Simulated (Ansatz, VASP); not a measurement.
This is a calculation of GaP for VASP 6.6.1. 

INCAR

```
SYSTEM = GaP
PREC = Accurate
ENCUT = 600
EDIFF = 1E-7
ISMEAR = -1
SIGMA = 0.05
LREAL = .False.
LASPH = .True.
NELM = 100
ALGO = Fast
ISIF = 3
LWAVE = .False.
LCHARG = .False.
GGA = PE
IVDW = 13
IBRION = 2
NSW = 40
EDIFFG = -0.005
```

Contents of KPOINTS:

```
regular mesh
0
Gamma
  8 8 8
  0 0 0
```

Contents of POSCAR:

```
GaP
1.0
    0.0000000000      2.7252500000      2.7252500000
    2.7252500000      0.0000000000      2.7252500000
    2.7252500000      2.7252500000      0.0000000000
Ga P
1 1
Direct
    0.0000000000      0.0000000000      0.0000000000
    0.7500000000      0.7500000000      0.7500000000
```

Potentials or basis: VASP PAW PBE potentials, release 64 (Ga_d, P).

Launch:

```console
$ cat potpaw_PBE.64/Ga_d/POTCAR potpaw_PBE.64/P/POTCAR > POTCAR
$ mpirun -np 1 vasp_std > vasp.out
```

Task: What does the same run look like in Ansatz 0.2.0? Potentials or basis there: Ansatz PAW, cutoff 420 eV.

Result: As run (cutoffs and basis follow the program's own potentials, and thresholds, step limits or extra output files can differ):

input.yaml

```yaml
crystal:
  lattice:
    - [0.0, 2.72525, 2.72525]
    - [2.72525, 0.0, 2.72525]
    - [2.72525, 2.72525, 0.0]
  atoms:
    - { symbol: Ga, position: [0.0, 0.0, 0.0] }
    - { symbol: P, position: [0.75, 0.75, 0.75] }
hamiltonian:
  xc: pbe
  pseudopotentials: { kind: paw }
  dispersion: d4
kpoints:
  mp_grid: { grid: [8, 8, 8] }
scf:
  occupations: { method: fermi_dirac, width: 0.05 }
output:
  forces: true
  stress: true
relax:
  f_tol: 0.01
  max_steps: 40
  cell: { stress_tol: 0.05 }
```

Potentials or basis: Ansatz PAW.

Run with:

```sh
$ ansatz run input.yaml --threads 2 --pin off --max-ram 5632MiB --backend cpu --events-out ev --progress --plain --runs-dir out
```

Both were run:

|  | VASP | Ansatz |
| --- | --- | --- |
| Relaxed volume | 20.03 Å³/atom | 20.05 Å³/atom |
| Relaxed cell | a = 3.841 Å, b = 3.841 Å, c = 3.841 Å, α = 60.00°, β = 60.00°, γ = 60.00° | a = 3.842 Å, b = 3.842 Å, c = 3.842 Å, α = 60.00°, β = 60.00°, γ = 60.00° |
| Space group after relaxing | F-43m (No. 216) | F-43m (No. 216) |
| Pressure after relaxing | 0.0 GPa | 0.0 GPa |

Ansatz's pressure holds a Pulay term of +0.04 GPa for its cutoff of 420 eV, which the other run lacks.

Where Ansatz's input types no cutoff or centring, it takes its own default and a Γ-centred mesh.

Pressure is positive in compression.
